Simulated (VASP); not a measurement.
Runs of VASP 6.6.1 on Sb. The structure is cubic, space group Im-3m (No. 229). Conventional cell: a = 3.743 Å, b = 3.743 Å, c = 3.743 Å, α = 90.00°, β = 90.00°, γ = 90.00°. Sb (site symmetry m-3m) has 8 Sb at 3.24 Å as nearest neighbours. This isn't the form of Sb at room conditions, which is rhombohedral.

```csv
share of exact exchange,gap on the mesh (eV),pressure (GPa)
0.15,none,-1.9
0.05,none,0.4
0.25,none,-3.6
0.5,none,-9.3
0.3,none,(a)
0.1,none,-0.8
0.2,none,(b)
0.4,none,-6.7
```

Alike in all rows: task single point; level PBE0(alpha); potentials or basis VASP PAW PBE potentials, release 64 (Sb); no spin polarisation; cell as given; k mesh 5 × 5 × 5; cutoff (eV) 520; smearing fermi-dirac 0.05 eV; the mesh is coarse, so values aren't converged.

Q: Estimate the missing entries.

A: (a) -4.6; (b) -2.8.

Caveats: all runs use coarse meshes; the PAW data sets were made with another functional, which shifts forces and pressure a little.

A k mesh can miss the band edges, and the runs leave out spin-orbit coupling on Sb.

A gap of «none» marks a metal or a gap under the smearing width.
